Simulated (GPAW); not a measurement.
PtS2:

```
Pt S
1.0
     3.54320    0.00000    0.00000
    -1.77160    3.06850    0.00000
     0.00000    0.00000    5.03880
Pt S
1 2
Cartesian
  0.0000 0.0000 0.0000
  1.7716 1.0228 3.8950
  0.0000 2.0457 1.1438
```

```yaml
Program: GPAW 26.7.0
Task: single point
Functional: PBE
Potentials_or_basis: GPAW PAW data sets (gpaw-data 1.2.1)
Cutoff: 600 eV
Basis: pw
k_mesh: 9 × 9 × 5
Occupations: fermi-dirac, width 0.05 eV
Spin: no spin polarisation
```

On this cell: pressure 11.7 GPa; largest force 1.292 eV/Å; band gap on the k mesh 0.99 eV, indirect (least direct gap 1.04 eV).

The same run follows on a disturbed copy (atoms moved at random, drawn with an rms of 0.05 Å):

```
Pt S
1.0
     3.54320    0.00000    0.00000
    -1.77160    3.06850    0.00000
     0.00000    0.00000    5.03880
Pt S
1 2
Direct
  0.99943 0.99349 0.01005
  0.66718 0.33107 0.77169
  0.33506 0.67148 0.23435
```

Task: What changes?

Result: The energy moves by -9.5 meV/atom; pressure 10.0 GPa; largest force 1.423 eV/Å; band gap on the k mesh 0.87 eV, indirect (least direct gap 1.00 eV).

Forces in eV/Å, atoms in the order of the input:
```
Pt  -0.167  0.475 -0.739
S    0.020 -0.088 -0.623
S    0.147 -0.387  1.362
```

Stress tensor (GPa, compression positive):
```
11.14 -0.24  0.39
-0.24  9.97 -0.90
 0.39 -0.90  8.77
```

Caveats: spin-orbit coupling is left out, which moves the levels of the heavy elements; an odd mesh through Γ misses points on the zone boundary, where band edges often lie; forces of over 1 eV/Å show positions far from the minimum, so gaps and moduli don't describe the material at rest (some runs).
